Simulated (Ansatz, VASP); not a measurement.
# Cross-check of Zn32HSe31N (N-H pair in ZnSe) between VASP and Ansatz, part 2 of 2

Wanted: the spread between two codes on one cell, functional and k mesh. Of the first pair: The structure shown is the start of the Ansatz relaxation below; VASP solves that cell, so the two are compared at the walk's first step.

VASP 6.6.1 and Ansatz 0.2.0.

So far. Step 3 (VASP: single point, PBE, start cell, pair 1): The run ends at a pressure of 2.03 GPa, with forces up to 2.0 eV/Å.

## 4. Differences

Known differences besides the potentials themselves: the data sets hold 886 valence electrons in Ansatz (on its default PAW (the set named soft_2) files) and 576 in VASP; the cutoff is 420 eV in Ansatz and 520 eV in VASP (PREC = Accurate, projectors in real space). Total energies have different zeros and are not compared.

Forces on 7 of the 65 atoms, those with the largest forces and the largest differences (eV/Å; atoms numbered as in POSCAR):

```tsv
atom	Ansatz x, y, z	VASP x, y, z
Zn15	1.393, -0.917, 1.098	1.403, -0.922, 1.108
Zn22	-1.020, -1.094, -1.220	-1.028, -1.103, -1.227
Zn29	-1.107, 1.140, 1.096	-1.115, 1.142, 1.103
Se35	0.219, -0.204, 0.164	0.228, -0.207, 0.171
Se37	-0.247, 0.370, 0.008	-0.255, 0.384, 0.007
N64	1.070, 1.073, -1.125	1.076, 1.080, -1.132
H65	-0.371, -0.379, 0.370	-0.384, -0.390, 0.381
```

The forces differ by 4.2 meV/Å r.m.s., which is 1.4 % of the r.m.s. force of 0.307 eV/Å (both taken over all components).

## 5. Ansatz: relaxation, PBE

This run makes the geometry at which the two programs are then compared.

The structure compared here is the end of the Ansatz relaxation.

The input, input.yaml:

```yaml
relax:
  f_tol: 0.01
  max_steps: 80
  random_displacement: { amplitude: 0.02, seed: 153 }
crystal:
  lattice:
    - [11.3352, 0.0, 0.0]
    - [0.0, 0.0, -11.3352]
    - [0.0, 11.3352, 0.0]
  atoms:
    - { symbol: Zn, position: [0.0, 0.0, 0.0] }
    - { symbol: Zn, position: [0.0, 0.25, 0.25] }
    - { symbol: Zn, position: [0.25, 0.0, 0.25] }
    - { symbol: Zn, position: [0.25, 0.25, 0.0] }
    - { symbol: Se, position: [0.125, 0.125, 0.125] }
    - { symbol: Se, position: [0.125, 0.375, 0.375] }
    - { symbol: Se, position: [0.375, 0.125, 0.375] }
    - { symbol: Se, position: [0.375, 0.375, 0.125] }
    - { symbol: Zn, position: [0.0, 0.0, 0.5] }
    - { symbol: Zn, position: [0.0, 0.25, 0.75] }
    - { symbol: Zn, position: [0.25, 0.0, 0.75] }
    - { symbol: Zn, position: [0.227080246, 0.227080246, 0.477080246] }
    - { symbol: Se, position: [0.125, 0.125, 0.625] }
    - { symbol: Se, position: [0.125, 0.375, 0.875] }
    - { symbol: Se, position: [0.375, 0.125, 0.875] }
    - { symbol: "N", position: [0.387730256, 0.387730256, 0.637730256] }
    - { symbol: Zn, position: [0.0, 0.5, 0.0] }
    - { symbol: Zn, position: [0.0, 0.75, 0.25] }
    - { symbol: Zn, position: [0.25, 0.5, 0.25] }
    - { symbol: Zn, position: [0.25, 0.75, 0.0] }
    - { symbol: Se, position: [0.125, 0.625, 0.125] }
    - { symbol: Se, position: [0.125, 0.875, 0.375] }
    - { symbol: Se, position: [0.375, 0.625, 0.375] }
    - { symbol: Se, position: [0.375, 0.875, 0.125] }
    - { symbol: Zn, position: [0.0, 0.5, 0.5] }
    - { symbol: Zn, position: [0.0, 0.75, 0.75] }
    - { symbol: Zn, position: [0.25, 0.5, 0.75] }
    - { symbol: Zn, position: [0.25, 0.75, 0.5] }
    - { symbol: Se, position: [0.125, 0.625, 0.625] }
    - { symbol: Se, position: [0.125, 0.875, 0.875] }
    - { symbol: Se, position: [0.375, 0.625, 0.875] }
    - { symbol: Se, position: [0.375, 0.875, 0.625] }
    - { symbol: Zn, position: [0.5, 0.0, 0.0] }
    - { symbol: Zn, position: [0.5, 0.25, 0.25] }
    - { symbol: Zn, position: [0.75, 0.0, 0.25] }
    - { symbol: Zn, position: [0.75, 0.25, 0.0] }
    - { symbol: Se, position: [0.625, 0.125, 0.125] }
    - { symbol: Se, position: [0.625, 0.375, 0.375] }
    - { symbol: Se, position: [0.875, 0.125, 0.375] }
    - { symbol: Se, position: [0.875, 0.375, 0.125] }
    - { symbol: Zn, position: [0.5, 0.0, 0.5] }
    - { symbol: Zn, position: [0.5, 0.25, 0.75] }
    - { symbol: Zn, position: [0.75, 0.0, 0.75] }
    - { symbol: Zn, position: [0.75, 0.25, 0.5] }
    - { symbol: Se, position: [0.625, 0.125, 0.625] }
    - { symbol: Se, position: [0.625, 0.375, 0.875] }
    - { symbol: Se, position: [0.875, 0.125, 0.875] }
    - { symbol: Se, position: [0.875, 0.375, 0.625] }
    - { symbol: Zn, position: [0.5, 0.5, 0.0] }
    - { symbol: Zn, position: [0.5, 0.75, 0.25] }
    - { symbol: Zn, position: [0.75, 0.5, 0.25] }
    - { symbol: Zn, position: [0.75, 0.75, 0.0] }
    - { symbol: Se, position: [0.625, 0.625, 0.125] }
    - { symbol: Se, position: [0.625, 0.875, 0.375] }
    - { symbol: Se, position: [0.875, 0.625, 0.375] }
    - { symbol: Se, position: [0.875, 0.875, 0.125] }
    - { symbol: Zn, position: [0.5, 0.5, 0.5] }
    - { symbol: Zn, position: [0.5, 0.75, 0.75] }
    - { symbol: Zn, position: [0.75, 0.5, 0.75] }
    - { symbol: Zn, position: [0.75, 0.75, 0.5] }
    - { symbol: Se, position: [0.625, 0.625, 0.625] }
    - { symbol: Se, position: [0.625, 0.875, 0.875] }
    - { symbol: Se, position: [0.875, 0.625, 0.875] }
    - { symbol: Se, position: [0.875, 0.875, 0.625] }
    - { symbol: H, position: [0.335271, 0.335271, 0.585271] }
basis:
  ecutwfc: 420
  xc_grid: 2
hamiltonian:
  xc: pbe
kpoints:
  mp_grid: { grid: [1, 1, 1], shift: [0.25, 0.25, 0.25] }
scf:
  occupations: { method: fermi_dirac, width: 0.01 }
  max_iter: 120
output:
  forces: true
checkpoint:
  write: "../relax.run"
  compress: false
  write_wavefunctions: true
  write_every: 100000
```

Launch:

```bash
$ ansatz run input.yaml --threads 4 --pin off --max-ram 7536MiB --backend cpu --events-out ev --progress --plain --runs-dir out
```

Numbers of over 12 decimals in the logs are rounded to 6 here.

The program printed:

```text
[...]
Crystal: 65 atoms, lattice volume = 1456.423 Å³
Basis set: ecut = 420 eV, 28425 PW (Γ), exchange–correlation on 160×160×160 points (8 copies of the dense FFT grid, shifted against one another)
Bands: 532, of which v1, the nominal top of the filled ones, is band 443 counted from 1 (442 counted from 0)
Symmetry: 1 space group operations
k-points: 1
[...]
SCF iter   1: F=—  HF=-276192.494762 eV  |F-HF|=—  |Δ(HF+E_count)|=         —  Δρ=2.27e-3  dr2=1.33e-1  ethr=1.77e-3  ⟨swp⟩=6.0  Hψ=2072  notcnv=0  defer=9
[...]
- { symbol: Se, position: [0.125913, 0.623986, 0.125577] }
[...]
- { symbol: Zn, position: [0.485395, 0.485468, 0.527572] }
    - { symbol: Zn, position: [0.502100, 0.750279, 0.752267] }
    - { symbol: Zn, position: [0.750203, 0.502178, 0.752266] }
    - { symbol: Zn, position: [0.747862, 0.747941, 0.500162] }
    - { symbol: Se, position: [0.623184, 0.623262, 0.626052] }
    - { symbol: Se, position: [0.625577, 0.877013, 0.875738] }
    - { symbol: Se, position: [0.876937, 0.625652, 0.875737] }
    - { symbol: Se, position: [0.872577, 0.872654, 0.626703] }
    - { symbol: H, position: [0.338021, 0.338082, 0.588181] }
```

## 6. VASP: single point, PBE, relaxed cell, pair 2

The same cell, functional, mesh and smearing now go to VASP, with its own data sets.

The input, INCAR:

```
SYSTEM = Zn32HSe31N
PREC = Accurate
ENCUT = 520
EDIFF = 1E-06
NELM = 120
ISMEAR = -1
SIGMA = 0.01
LREAL = Auto
ALGO = Normal
GGA = PE
NBANDS = 336
LORBIT = 11
LWAVE = .FALSE.
LCHARG = .FALSE.
ISIF = 2
ISYM = 0
LASPH = .TRUE.
GGA_COMPAT = .FALSE.
EFERMI = MIDGAP
NCORE = 2
```

The input, POSCAR:

```
Zn32HSe31N
1.0
   11.3352000000      0.0000000000      0.0000000000
    0.0000000000      0.0000000000    -11.3352000000
    0.0000000000     11.3352000000      0.0000000000
Zn Se N H
32 31 1 1
Direct
    0.9999322630      0.0000056554      0.9992883595
    0.9959160919      0.2503604635      0.2460807498
    0.2502870711      0.9959894843      0.2460807498
    0.2493612423      0.2494346347      0.9969345120
    0.9959160919      0.9959894843      0.5004517290
    0.9996321865      0.2555300142      0.7521315682
    0.2554566218      0.9997055789      0.7521315682
    0.2167082882      0.2167816806      0.4668729461
    0.0041705223      0.4987344973      0.9973784296
    0.9999322630      0.7491970940      0.2500969209
    0.2554566218      0.5020403027      0.2497968444
    0.2499969887      0.7479390240      0.9980302895
    0.9996321865      0.5020403027      0.5056212798
    0.0041705223      0.7472871641      0.7488257628
    0.2774101163      0.4854704979      0.7355617634
    0.2493612423      0.7468432465      0.4995259002
    0.4986611049      0.0042439148      0.9973784296
    0.5019669103      0.2555300142      0.2497968444
    0.7491237016      0.0000056554      0.2500969209
    0.7478656316      0.2500703811      0.9980302895
    0.5019669103      0.9997055789      0.5056212798
    0.4853971055      0.2774835087      0.7355617634
    0.7472137717      0.0042439148      0.7488257628
    0.7467698541      0.2494346347      0.4995259002
    0.5021028512      0.5021762436      0.0003687917
    0.4986611049      0.7472871641      0.2543351803
    0.7472137717      0.4987344973      0.2543351803
    0.7503839907      0.7504573831      0.0005486486
    0.4853971055      0.4854704979      0.5275747742
    0.5021028512      0.7502775262      0.7522675091
    0.7502041338      0.5021762436      0.7522675091
    0.7478656316      0.7479390240      0.5001616466
    0.1249604415      0.1250338339      0.1242495986
    0.1216451873      0.3779392985      0.3718098452
    0.3778659061      0.1217185797      0.3718098452
    0.3747964970      0.3748698895      0.1229779588
    0.1216451873      0.1217185797      0.6280305640
    0.1321476971      0.3781387656      0.8687900019
    0.3780653732      0.1322210895      0.8687900019
    0.1259157572      0.6239823724      0.1255785653
    0.1249604415      0.8741583331      0.3751250994
    0.3780653732      0.6186987364      0.3823123550
    0.3765393733      0.8726521858      0.1227434514
    0.1321476971      0.6186987364      0.6282300311
    0.1259157572      0.8754872998      0.8740736379
    0.3758876918      0.6232619846      0.8733532500
    0.3747964970      0.8728866933      0.6249611550
    0.6239089800      0.1259891496      0.1255785653
    0.6186253440      0.3781387656      0.3823123550
    0.8740849407      0.1250338339      0.3751250994
    0.8725787934      0.3766127657      0.1227434514
    0.6186253440      0.1322210895      0.6282300311
    0.6231885921      0.3759610842      0.8733532500
    0.8754139074      0.1259891496      0.8740736379
    0.8728133009      0.3748698895      0.6249611550
    0.6255763811      0.6256497735      0.1271021635
    0.6239089800      0.8754872998      0.3760804151
    0.8754139074      0.6239823724      0.3760804151
    0.8751957563      0.8752691487      0.1253604142
    0.6231885922      0.6232619846      0.6260523497
    0.6255763811      0.8770108980      0.8757410390
    0.8769375056      0.6256497735      0.8757410390
    0.8725787934      0.8726521858      0.6267040312
    0.3905814189      0.3906548113      0.6407460768
    0.3380153744      0.3380887668      0.5881800323
```

The input, KPOINTS:

```
Points of the shifted mesh
1
Reciprocal
 0.2500000000  0.2500000000  0.2500000000 1
```

Potentials, in the order of the species: Zn, Se, N and H (PBE family, release 64).

Launch:

```bash
$ mpirun -np 8 vasp_std
```

The program printed:

```text
[... set-up lines as in an earlier step ...]
 entering main loop
       N       E                     dE             d eps       ncg     rms          rms(c)
DAV:   1     0.553035989337E+04    0.55304E+04   -0.24633E+05   672   0.197E+03
DAV:   2     0.870548899272E+03   -0.46598E+04   -0.45261E+04   672   0.495E+02
DAV:   3    -0.117365998824E+03   -0.98791E+03   -0.93883E+03   728   0.195E+02
DAV:   4    -0.209035916826E+03   -0.91670E+02   -0.90668E+02   752   0.576E+01
[...]
DAV:  18    -0.199472479037E+03    0.23978E-04   -0.14251E-04   904   0.260E-02    0.942E-03
DAV:  19    -0.199472481149E+03   -0.21120E-05   -0.22462E-05   856   0.143E-02    0.502E-03
DAV:  20    -0.199472481778E+03   -0.62902E-06   -0.32391E-06   528   0.895E-03
   1 F= -.19947248E+03 E0= -.19947248E+03  d E =0.000000E+00
```

From OUTCAR (step 6):

```text
  Total       16.5084060     16.4909140     16.4995454     -1.1430033      1.1487209      1.1488161
  in kB       18.1605151     18.1412725     18.1507677     -1.2573915      1.2636812      1.2637860
  external PRESSURE =      18.1508518 kB  Pullay stress =       0.0000000 kB

 POSITION                                       TOTAL-FORCE (eV/Angst)
 -----------------------------------------------------------------------------------
     11.33443     11.32713     -0.00006        -0.000248      0.001966      0.000381
     11.28891      2.78937     -2.83789         0.000317      0.000998      0.000685
      2.83705      2.78937    -11.28974        -0.000874      0.000857     -0.000653
      2.82656     11.30045     -2.82739         0.000713      0.002318     -0.000557
     11.28891      5.67272    -11.28974         0.000157     -0.000932     -0.000742
     11.33103      8.52556     -2.89648         0.000998     -0.000829      0.001645
      2.89565      8.52556    -11.33186        -0.001697     -0.000767     -0.001127
      2.45643      5.29210     -2.45726         0.003683      0.004049     -0.003727
      0.04727     11.30548     -5.65326        -0.000177     -0.000084      0.000740
     11.33443      2.83490     -8.49230        -0.000355     -0.000472     -0.001915
      2.89565      2.83150     -5.69073        -0.001778      0.001178      0.000731
      2.83377     11.31287     -8.47804         0.000649     -0.000216      0.000038
     11.33103      5.73132     -5.69073         0.001191     -0.001682      0.000770
      0.04727      8.48809     -8.47065        -0.000105     -0.000774      0.000080
[...]
-----------------------------------------------------------------------------------
    total drift:                                0.028113      0.012493     -0.017454

  FREE ENERGIE OF THE ION-ELECTRON SYSTEM (eV)
  ---------------------------------------------------
  free  energy   TOTEN  =      -199.4724817784 eV

  energy  without entropy=     -199.4724817784  energy(sigma->0) =     -199.47248178

[... 2 parts as in an earlier step ...]
```

The run ends at a pressure of 1.82 GPa, with forces up to 0.029 eV/Å.

## 7. Comparison

What differs besides the data sets and the points named for the pairs above, as far as they apply: the data sets hold 886 valence electrons in Ansatz (on its default PAW (the set named soft_2) files) and 576 in VASP. Total energies have different zeros and are not compared.

Compared:

```tsv
quantity	Ansatz	VASP	difference
gap on the k mesh (eV)	2.296	2.298	-0.002
```

At this near-relaxed geometry the largest component of a force difference is 20 meV/Å. A gap on the mesh is an upper bound, since the band edges may lie between its points.

## 8. Outcome

* r.m.s. force difference (single point, PBE, start cell, pair 1): 1.4 % of the r.m.s. force
* difference in gap on the k mesh (single point, PBE, relaxed cell, pair 2): -0.0025 eV

The r.m.s. force difference is 1.4 % of the r.m.s. force (single point, PBE, start cell, pair 1), within the 3 % picked in this series as the mark of a large difference. The data sets hold unlike numbers of valence electrons (886 in Ansatz and 576 in VASP), so part of the differences comes from the potentials. How closely two codes agree says nothing of how well the functional describes the real material.

[Lines on the potential files, build, host, timing and source positions are cut from VASP's logs without a mark.]

[Logs are printed without paths, hosts, clocks, repeated set-up lines and the standing remarks that a program may print on its own settings, such as how far it seeks lower states.]

[Hosts, paths, dates, database ids (printed as entryN), source tags and the programs' standing remarks are cut or masked in the printed files.]
